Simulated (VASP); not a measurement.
Wanted: the native input for a VASP 6.6.1 run.

```
Task                   : relaxation of cell and atoms
Functional             : rev-vdW-DF2
Potentials or basis    : VASP PAW PBE potentials, release 64 (Pt)
Cutoff                 : 600 eV
k mesh                 : 16 × 16 × 16
Occupations            : methfessel-paxton, width 0.1 eV
Spin                   : no spin polarisation
Further INCAR settings : ALGO = Normal; EDIFF = 1e-07; IBRION = 2; EDIFFG = -0.005; NSW = 90; ISIF = 3
```

The structure of Pt lies in POSCAR:

```
Pt                                      
1.0
    0.0000000000      1.9746256665      1.9746256665
    1.9746256665      0.0000000000      1.9746256665
    1.9746256665      1.9746256665      0.0000000000
  Pt            
     1
Direct
     0.0000000000000000    0.0000000000000000    0.0000000000000000
```

The input as run:

INCAR

```
AGGAC = 0.0
ALGO = Normal
EDIFF = 1E-7
EDIFFG = -0.005
ENCUT = 600
GGA = MK
IBRION = 2
ISIF = 3
ISMEAR = 1
LASPH = T
LCHARG = F
LREAL = F
LUSE_VDW = T
LWAVE = F
NELM = 80
NSW = 90
PARAM1 = 0.1234
PARAM2 = 0.711357
PREC = Accurate
SIGMA = 0.1
ZAB_VDW = -1.8867
```

KPOINTS

```
k-points
0
Gamma
  16 16 16
```

Potentials or basis: VASP PAW PBE potentials, release 64 (Pt).

The run is started by

```sh
$ cat potpaw_PBE.64/Pt/POTCAR > POTCAR
$ mpirun -np 1 vasp_std > vasp.out
```

It gave:

```yaml
Pressure_after_relaxing: 0.0 GPa
Band_gap_on_the_k_mesh: none (metal or under the smearing width)
```

Caveat: the relaxation stopped at its first step, so nothing moved; the PAW data sets were made with another functional, which shifts forces and pressure a little.

Wall time 30 s on 1 thread of Intel(R) Xeon(R) Platinum 8259CL CPU @ 2.50GHz (Skylake/Cascade Lake), with other jobs on the host, peak memory 0.28 GiB.
